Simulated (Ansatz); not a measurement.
CuO:

```
Cu O
1.0
     2.83633    0.00000    0.00000
    -1.41816    2.45633    0.00000
     0.00000    0.00000    2.76811
Cu O
1 1
Direct
  0.00000 0.00000 0.00000
  0.66667 0.33333 0.50000
```

Measurements of this composition are mostly on another form, of space group No. 15.

Base run:

| Property | Result |
| --- | --- |
| Program | Ansatz 0.2.0 |
| Functional | LDA |
| Potentials or basis | Ansatz PAW |
| Cutoff | 420 eV (not typed: the program's choice for these potentials) |
| k mesh | 11 × 11 × 10 |
| Occupations | fermi-dirac, width 0.05 eV |
| Spin | no spin polarisation |
| Hubbard terms | Cu d U = 4.5 eV |

Its results: band gap on the k mesh none (metal or under the smearing width); pressure -13.4 GPa.

Q: After a change of settings the same cell gave: band gap on the k mesh none (metal or under the smearing width); pressure -16.3 GPa. Which change was it?
A. hubbard terms from Cu d U = 4.5 eV to none; hubbard projectors from ortho-atomic (the default) to none
B. functional from LDA to r2SCAN; cutoff from 420 eV (not typed: the program's choice for these potentials) to 500 eV (not typed: the program's choice for these potentials); hubbard terms from Cu d U = 4.5 eV to none; hubbard projectors from ortho-atomic (the default) to none
C. functional from LDA to PBEsol; hubbard terms from Cu d U = 4.5 eV to none; hubbard projectors from ortho-atomic (the default) to none
D. functional from LDA to BLYP; hubbard terms from Cu d U = 4.5 eV to none; hubbard projectors from ortho-atomic (the default) to none

A: A.

Caveats: an odd number of electrons without spin polarisation forces a metal; a magnetic or distorted state may lie lower; the run has no spin polarisation, though such a crystal can be magnetic; the PAW data sets come from PBE, with cores solved anew for the run's functional, which leaves a small shift of forces and pressure; U without spin polarisation on a metal has little footing (some runs); so large a pressure means that the cell lies far from this level's equilibrium, or that cutoff or potentials fall short (some runs); semilocal functionals often make such compounds metallic where correlation or magnetic order opens a gap, which also shifts bond lengths (some runs).

Runs at the PBE level aren't shown here.
